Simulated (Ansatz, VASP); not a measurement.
**One calculation of BN, two programs**

INCAR

```
PREC = Accurate ; ENCUT = 520
EDIFF = 1E-7 ; ISMEAR = 0
SIGMA = 0.05 ; LREAL = F
LASPH = T ; NELM = 80
ALGO = Normal ; ISIF = 2
LWAVE = F ; LCHARG = F
GGA = PE ; NBANDS = 11
```

KPOINTS

```
regular mesh
0
Gamma
  12 12 12
```

Contents of POSCAR:

```
BN
1.0
    0.0000000000      1.8686451528      1.8686451528
    1.8686451528      0.0000000000      1.8686451528
    1.8686451528      1.8686451528      0.0000000000
B N
1 1
Direct
    0.0000000000      0.0000000000      0.0000000000
    0.7500000000      0.7500000000      0.7500000000
```

Input for Ansatz:

```yaml
crystal:
  lattice:
    - [0.0, 1.8686451528, 1.8686451528]
    - [1.8686451528, 0.0, 1.8686451528]
    - [1.8686451528, 1.8686451528, 0.0]
  atoms:
    - { symbol: B, position: [0.0, 0.0, 0.0] }
    - { symbol: "N", position: [0.75, 0.75, 0.75] }
basis:
  ecutwfc: 520.0
kpoints:
  mp_grid: { grid: [12, 12, 12] }
hamiltonian:
  xc: pbe
scf:
  occupations: { method: gaussian, width: 0.05 }
output:
  forces: true
  stress: true
  eigenvalues: true
  write_density: true
  write_potential: true
  elf: true
  volumetric_format: npy
```

Alike in both runs: task single point; functional PBE; k mesh 12 × 12 × 12; occupations gaussian, width 0.05 eV; no spin polarisation.

```csv
,VASP,Ansatz
version,VASP 6.6.1,Ansatz 0.2.0
potentials or method,"VASP PAW PBE potentials, release 64 (B, N)","scalar-relativistic, plane waves, PAW"
plane-wave cutoff (eV),520,520
valence electrons in the cell,8,8
```

```tsv
	VASP	Ansatz	Ansatz less VASP
gap on the k mesh at the Fermi level (eV)	4.35	4.35	+0.008
least direct gap on the mesh (eV)	8.35	8.35	+0.007
```

With one functional, cell and mesh, what is left measures potentials, basis and numerics.

 A k mesh can miss the band edges.
